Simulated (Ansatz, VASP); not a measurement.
## HCl in VASP and in Ansatz

POSCAR

```
HCl
1.0
    1.4485034599      3.6212586498      3.6212586498
    3.6212586498      1.4485034599      3.6212586498
    3.6212586498      3.6212586498      1.4485034599
H Cl
1 1
Direct
    0.0000000000      0.0000000000      0.0000000000
    0.5000000000      0.5000000000      0.5000000000
```

INCAR.step1

```
PREC = Accurate ; ENCUT = 520
ISMEAR = 0 ; SIGMA = 0.15
LREAL = False ; LASPH = True
NELM = 100 ; NBANDS = 11
GGA = PE ; ALGO = Normal
EDIFF = 1E-4 ; LWAVE = True
LCHARG = False
```

INCAR.step2

```
PREC = Accurate ; ENCUT = 520
EDIFF = 1E-7 ; ISMEAR = 0
SIGMA = 0.15 ; LREAL = False
LASPH = True ; NELM = 100
ALGO = Normal ; ISIF = 2
LWAVE = False ; LCHARG = True
METAGGA = R2SCAN ; LMIXTAU = True
LELF = True ; LVHAR = True
NBANDS = 11 ; ISTART = 1
```

KPOINTS

```
regular mesh
0
Gamma
  16 16 16
```

Input for Ansatz:

```yaml
crystal:
  lattice:
    - [1.4485034599, 3.6212586498, 3.6212586498]
    - [3.6212586498, 1.4485034599, 3.6212586498]
    - [3.6212586498, 3.6212586498, 1.4485034599]
  atoms:
    - { symbol: H, position: [0.0, 0.0, 0.0] }
    - { symbol: Cl, position: [0.5, 0.5, 0.5] }
basis:
  ecutwfc: 500
kpoints:
  mp_grid: { grid: [16, 16, 16] }
hamiltonian:
  xc: r2scan
scf:
  occupations: { method: gaussian, width: 0.15 }
output:
  forces: true
  stress: true
  eigenvalues: true
```

Alike in both runs: task single point; functional r2SCAN; k mesh 16 × 16 × 16; occupations gaussian, width 0.15 eV; no spin polarisation.

|  | VASP | Ansatz |
| --- | --- | --- |
| version | VASP 6.6.1 | Ansatz 0.2.0 |
| potentials or method | VASP PAW PBE potentials, release 64 (H, Cl) | scalar-relativistic, plane waves, PAW |
| plane-wave cutoff (eV) | 520 | 500 |
| valence electrons in the cell | 8 | 8 |

|  | VASP | Ansatz | Ansatz less VASP |
| --- | --- | --- | --- |
| gap on the k mesh at the Fermi level (eV) | none | none | - |
| pressure (GPa) | -5.3 | -5.2 | +0.11 |
| largest component of the traceless stress (GPa) | 1.49 | 1.49 | +0.005 |

A gap of «none» marks a metal or a gap that the smearing closes.

Caveats: the PAW data sets were made with another functional, which shifts forces and pressure a little (VASP).
